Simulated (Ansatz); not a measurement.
# Residual resistivity of an alloy: Pd(111) with 4 layers of random Pd-Os, 2x2, part 2 of 2

Wanted: resistance against the alloy's length, first Pd(111) with 4 layers of random Pd-Os, 2x2.

Ansatz 0.2.0; Ansatz plane-wave DFT, PBE, PAW files; ballistic transport by layer matching (Landauer), zero bias; PAW set soft_1.

So far. Step 3 (With 8 alloy layers): Over the solved energies the transmission per spin lies between 1.44 and 1.68, out of 5.55 channels of the lead on average (up to 6.48).

**4. With 12 alloy layers**

In 12 layers a share of 0.125 of the sites is given to Os at random. A fresh draw is used; the growth of the resistance with length is what counts.

System of this step: Pd(111) with 12 layers of random Pd-Os, 2x2. The cell holds 72 atoms: 66 Pd and 6 Os. Its edges and angles: a = 5.501 Å, b = 5.501 Å, c = 40.424 Å, α = 90.0°, β = 90.0°, γ = 120.0°. It derives from Pd. Regions: lead, 24 atoms (24 Pd); scattering region, 48 atoms (42 Pd and 6 Os). The structure is stacked along c, and the current runs across the ab planes.

input.yaml reads:

```yaml
crystal:
  lattice:
    - [5.5010079149, 0.0, 0.0]
    - [-2.7505039575, 4.7640126007, 0.0]
    - [0.0, 0.0, 40.4239873877]
  atoms:
    - { symbol: Pd, position: [0.0, 0.0, 0.0277777778] }
    - { symbol: Pd, position: [0.0, 0.5, 0.0277777778] }
    - { symbol: Pd, position: [0.5, 0.0, 0.0277777778] }
    - { symbol: Pd, position: [0.5, 0.5, 0.0277777778] }
    - { symbol: Pd, position: [0.1666666667, 0.3333333333, 0.0833333333] }
    - { symbol: Pd, position: [0.1666666667, 0.8333333333, 0.0833333333] }
    - { symbol: Pd, position: [0.6666666667, 0.3333333333, 0.0833333333] }
    - { symbol: Pd, position: [0.6666666667, 0.8333333333, 0.0833333333] }
    - { symbol: Pd, position: [0.3333333333, 0.1666666667, 0.1388888889] }
    - { symbol: Pd, position: [0.3333333333, 0.6666666667, 0.1388888889] }
    - { symbol: Pd, position: [0.8333333333, 0.1666666667, 0.1388888889] }
    - { symbol: Pd, position: [0.8333333333, 0.6666666667, 0.1388888889] }
    - { symbol: Pd, position: [0.0, 0.0, 0.1944444444] }
    - { symbol: Pd, position: [0.0, 0.5, 0.1944444444] }
    - { symbol: Pd, position: [0.5, 0.0, 0.1944444444] }
    - { symbol: Pd, position: [0.5, 0.5, 0.1944444444] }
    - { symbol: Pd, position: [0.1666666667, 0.3333333333, 0.25] }
    - { symbol: Pd, position: [0.1666666667, 0.8333333333, 0.25] }
    - { symbol: Pd, position: [0.6666666667, 0.3333333333, 0.25] }
    - { symbol: Pd, position: [0.6666666667, 0.8333333333, 0.25] }
    - { symbol: Pd, position: [0.3333333333, 0.1666666667, 0.3055555556] }
    - { symbol: Pd, position: [0.3333333333, 0.6666666667, 0.3055555556] }
    - { symbol: Pd, position: [0.8333333333, 0.1666666667, 0.3055555556] }
    - { symbol: Pd, position: [0.8333333333, 0.6666666667, 0.3055555556] }
    - { symbol: Pd, position: [0.0, 0.0, 0.3611111111] }
    - { symbol: Os, position: [0.0, 0.5, 0.3611111111] }
    - { symbol: Pd, position: [0.5, 0.0, 0.3611111111] }
    - { symbol: Pd, position: [0.5, 0.5, 0.3611111111] }
    - { symbol: Pd, position: [0.1666666667, 0.3333333333, 0.4166666667] }
    - { symbol: Pd, position: [0.1666666667, 0.8333333333, 0.4166666667] }
    - { symbol: Pd, position: [0.6666666667, 0.3333333333, 0.4166666667] }
    - { symbol: Os, position: [0.6666666667, 0.8333333333, 0.4166666667] }
    - { symbol: Pd, position: [0.3333333333, 0.1666666667, 0.4722222222] }
    - { symbol: Pd, position: [0.3333333333, 0.6666666667, 0.4722222222] }
    - { symbol: Os, position: [0.8333333333, 0.1666666667, 0.4722222222] }
    - { symbol: Pd, position: [0.8333333333, 0.6666666667, 0.4722222222] }
    - { symbol: Pd, position: [0.0, 0.0, 0.5277777778] }
    - { symbol: Os, position: [0.0, 0.5, 0.5277777778] }
    - { symbol: Pd, position: [0.5, 0.0, 0.5277777778] }
    - { symbol: Pd, position: [0.5, 0.5, 0.5277777778] }
    - { symbol: Pd, position: [0.1666666667, 0.3333333333, 0.5833333333] }
    - { symbol: Pd, position: [0.1666666667, 0.8333333333, 0.5833333333] }
    - { symbol: Os, position: [0.6666666667, 0.3333333333, 0.5833333333] }
    - { symbol: Pd, position: [0.6666666667, 0.8333333333, 0.5833333333] }
    - { symbol: Pd, position: [0.3333333333, 0.1666666667, 0.6388888889] }
    - { symbol: Pd, position: [0.3333333333, 0.6666666667, 0.6388888889] }
    - { symbol: Pd, position: [0.8333333333, 0.1666666667, 0.6388888889] }
    - { symbol: Pd, position: [0.8333333333, 0.6666666667, 0.6388888889] }
    - { symbol: Pd, position: [0.0, 0.0, 0.6944444444] }
    - { symbol: Os, position: [0.0, 0.5, 0.6944444444] }
    - { symbol: Pd, position: [0.5, 0.0, 0.6944444444] }
    - { symbol: Pd, position: [0.5, 0.5, 0.6944444444] }
    - { symbol: Pd, position: [0.1666666667, 0.3333333333, 0.75] }
    - { symbol: Pd, position: [0.1666666667, 0.8333333333, 0.75] }
    - { symbol: Pd, position: [0.6666666667, 0.3333333333, 0.75] }
    - { symbol: Pd, position: [0.6666666667, 0.8333333333, 0.75] }
    - { symbol: Pd, position: [0.3333333333, 0.1666666667, 0.8055555556] }
    - { symbol: Pd, position: [0.3333333333, 0.6666666667, 0.8055555556] }
    - { symbol: Pd, position: [0.8333333333, 0.1666666667, 0.8055555556] }
    - { symbol: Pd, position: [0.8333333333, 0.6666666667, 0.8055555556] }
    - { symbol: Pd, position: [0.0, 0.0, 0.8611111111] }
    - { symbol: Pd, position: [0.0, 0.5, 0.8611111111] }
    - { symbol: Pd, position: [0.5, 0.0, 0.8611111111] }
    - { symbol: Pd, position: [0.5, 0.5, 0.8611111111] }
    - { symbol: Pd, position: [0.1666666667, 0.3333333333, 0.9166666667] }
    - { symbol: Pd, position: [0.1666666667, 0.8333333333, 0.9166666667] }
    - { symbol: Pd, position: [0.6666666667, 0.3333333333, 0.9166666667] }
    - { symbol: Pd, position: [0.6666666667, 0.8333333333, 0.9166666667] }
    - { symbol: Pd, position: [0.3333333333, 0.1666666667, 0.9722222222] }
    - { symbol: Pd, position: [0.3333333333, 0.6666666667, 0.9722222222] }
    - { symbol: Pd, position: [0.8333333333, 0.1666666667, 0.9722222222] }
    - { symbol: Pd, position: [0.8333333333, 0.6666666667, 0.9722222222] }
kpoints:
  mp_grid: { grid: [5, 5, 1] }
hamiltonian:
  xc: pbe
  pseudopotentials: { kind: paw, azcp: { folder: soft_1 } }
scf:
  occupations: { method: fermi_dirac, width: 0.1 }
output:
  transmission:
    leads: [[0, 4]]
    kmesh: [10, 10]
    e_range: [-0.05, 0.05]
    de: 0.05
  write_potential: true
  write_density: true
  volumetric_format: npy
```

Launch:

```console
$ ansatz run input.yaml --threads 4 --pin off --max-ram 15360MiB --backend cpu --events-out ev --progress --plain --runs-dir out
```

Numbers of over 12 decimals in the logs are rounded to 6 here.

The log of the run:

```text
[...]
Crystal: 72 atoms, lattice volume = 1059.386 Å³
Basis set: ecut = 420 eV, 20709 PW (Γ)
Bands: 771, of which v1, the nominal top of the filled ones, is band 642 counted from 1 (641 counted from 0)
Symmetry: 1 space group operations
[...]
k-points: 13 of 25 (time reversal used)
[...]
SCF iter   1: F=—  HF=-528630.505511 eV  |F-HF|=—  |Δ(HF+E_count)|=         —  Δρ=2.03e-1  dr2=5.08e3  ethr=3.10e-3  ⟨swp⟩=4.8  Hψ=29653  notcnv=0  defer=182
[...]
SCF iter  13: F=-528523.608518 eV  HF=-528523.608518 eV  |F-HF|=2.48e-8  |Δ(HF+E_count)|=  1.16e-10  Δρ=2.74e-7  dr2=2.49e-8  ethr=7.79e-12  ⟨swp⟩=8.6  Hψ=29524  notcnv=0
SCF 1 converged in 13 iterations: F = -528523.608518 eV  dr2 = 2.49e-8
[...]
transmission: 350 of 3484 steps passed
transmission: 700 of 3484 steps passed
[...]
transmission: 3484 of 3484 steps passed
SCF converged after 13 iterations
Free energy (F): -528523.608518 eV
[...]
Internal energy: -528519.976884 eV  (E = F + TS)
E sigma→0 (E₀):  -528521.792701 eV
Entropy (-TS):   -3.631634 eV (-50.439 meV/atom)
Fermi energy:    20.213795 eV
[...]
--- Band table (eV; the first three rows and the last of 13) ---
  k-point 0: bands = [... 638 lower, 20.3972, 20.4132, 20.4264, 20.4298, 20.4310, 20.4503, 20.4666, 20.4975, ... 125 higher]
  k-point 1: bands = [... 638 lower, 20.2817, 20.2975, 20.3094, 20.3310, 20.3437, 20.3720, 20.3993, 20.4264, ... 125 higher]
  k-point 2: bands = [... 638 lower, 20.1030, 20.1119, 20.1317, 20.1616, 20.1704, 20.1788, 20.1874, 20.2034, ... 125 higher]
  k-point 12: bands = [... 638 lower, 20.1117, 20.1275, 20.1717, 20.1979, 20.2127, 20.2226, 20.2418, 20.2533, ... 125 higher]
--- Transmission ---
  basis      : 235 plane waves across, 67 finite elements along
  points     : 52, standing for a mesh of 10 x 10
[...]
channels       : 5.230000e0 a spin
[...]
junction   : crystal 0 to crystal 0, 1.55 to 39.73 Å
    transmission   : 1.464413e0 a spin
[...]
```

It took 47 min on 4 threads of Arm Neoverse N1, shared host; peak memory 8.3 GiB; 3 h of CPU time.

This step gave:

```
free energy                                    : -528523.6085 eV
energy at zero smearing                        : -528521.7927 eV
Fermi energy                                   : 20.21 eV
transmission per spin nearest the Fermi level  : 1.464
open channels per spin nearest the Fermi level : 5.23
step of the lead's potential                   : 2.5 meV
```

Per spin. Table of transmission, zone mean by energy, zero at the Fermi level:

| energy (eV) | transmission, zone mean |
| --- | --- |
| -0.0500 | 1.60 |
| 0.0000 | 1.46 |
| 0.0500 | 1.29 |

Over the solved energies the transmission per spin lies between 1.29 and 1.60, out of 5.27 channels of the lead on average (up to 6.13).

**5. Resistance against length**

This step: Ansatz plane-wave DFT, PBE, PAW files; ballistic transport by layer matching (Landauer), zero bias; residual resistivity from the slope of the area resistance, atoms on the host's lattice; PAW set soft_1 (Ansatz 0.2.0).

This step gave:

| Property | Result |
| --- | --- |
| resistivity | 52.15 µΩ cm |
| intercept | 0.3787 fΩ m² |
| scatter about the fit | 0.1370 fΩ m² |

Resistance, by row:

| run | length (Å) | T | channels N | RA (fΩ m²) |
| --- | --- | --- | --- | --- |
| n4 | 8.983 | 2.423 | 5.237 | 0.7503 |
| n8 | 17.97 | 1.596 | 5.547 | 1.509 |
| n12 | 26.95 | 1.452 | 5.27 | 1.687 |

Table of area resistance by length of the alloy:

| length of the alloy (Å) | area resistance (fΩ m²) |
| --- | --- |
| 8.98 | 0.750 |
| 17.97 | 1.51 |
| 26.95 | 1.69 |

The area resistance goes from 0.75 to 1.7 fΩ m² between 9.0 and 26.9 Å, a slope of 52 µΩ cm.

By hand from the end points: (1.687 − 0.7503) fΩ m² / (26.95 − 8.98) Å = 52 µΩ cm, since 1 fΩ m² per Å is 1000 µΩ cm.

**6. Outcome**

* resistivity from the slope: 52.1 µΩ cm
* area resistance over 8.98 Å: 0.750 fΩ m²
* area resistance over 18.0 Å: 1.51 fΩ m²
* area resistance over 26.9 Å: 1.69 fΩ m²

The slope gives 52 µΩ cm. The points scatter by 0.14 fΩ m² about the line, with one random draw a length in a 2x2 cell, so the slope is a rough value. The lead's own channel count moves between the runs (5.24, 5.55 and 5.27), which shifts RA and the slope too. Read with a model of isotropic scattering on a spherical Fermi surface and the lead's 1.5×10¹⁵ S/m², this slope means a mean free path near 9.3 Å; over these lengths the model's slope is within 3 % of its bulk resistivity. The draw over the shortest length came out nearly ordered, with 8 symmetry operations, so that point is a poor sample of a random alloy. The atoms sit on the host's lattice, so scattering by size misfit is left out. Spin-orbit coupling is left out, which matters for Os.

[Logs are printed without paths, hosts, clocks, repeated set-up lines and the standing remarks that a program may print on its own settings, such as how far it seeks lower states.]

[Hosts, paths, dates, database ids (printed as entryN), source tags and the programs' standing remarks are cut or masked in the printed files.]
